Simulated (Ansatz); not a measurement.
Crystal: ZrS2.

```
Zr S
1.0
     3.69138    0.00000    0.00000
    -1.84569    3.19683    0.00000
     0.00000    0.00000    6.04108
Zr S
1 2
Direct
  0.00000 0.00000 0.00000
  0.33333 0.66667 0.23791
  0.66667 0.33333 0.76209
```

The cell is a database's computed one.

Program: Ansatz 0.2.0. Alike in all runs: cell as given.

Q: Order these runs on this cell by their band gap on the k mesh, lowest first.
A. level r2SCAN+rVV10; potentials or basis Ansatz PAW; spin SOC, no magnetisation; k mesh 8 × 8 × 5; cutoff (eV) 500; smearing fixed; driver chain
B. level RPBE+D3(BJ); potentials or basis JTH PAW; spin off; k mesh 8 × 8 × 5; cutoff (eV) 990; smearing gaussian 0.1 eV; broadening 0.1 eV
C. level r2SCAN-EpsX; potentials or basis Ansatz PAW; spin off; k mesh 5 × 5 × 3; cutoff (eV) 500; smearing methfessel-paxton 0.025 eV; driver chain

A: B (1.11 eV), A (1.34 eV), C (2.21 eV).

Caveats: odd divisions of the mesh miss points on the zone boundary, where band edges often lie, so the gap on the mesh can be too wide.

A k mesh can miss the band edges.

Not every run made on this cell is shown here.
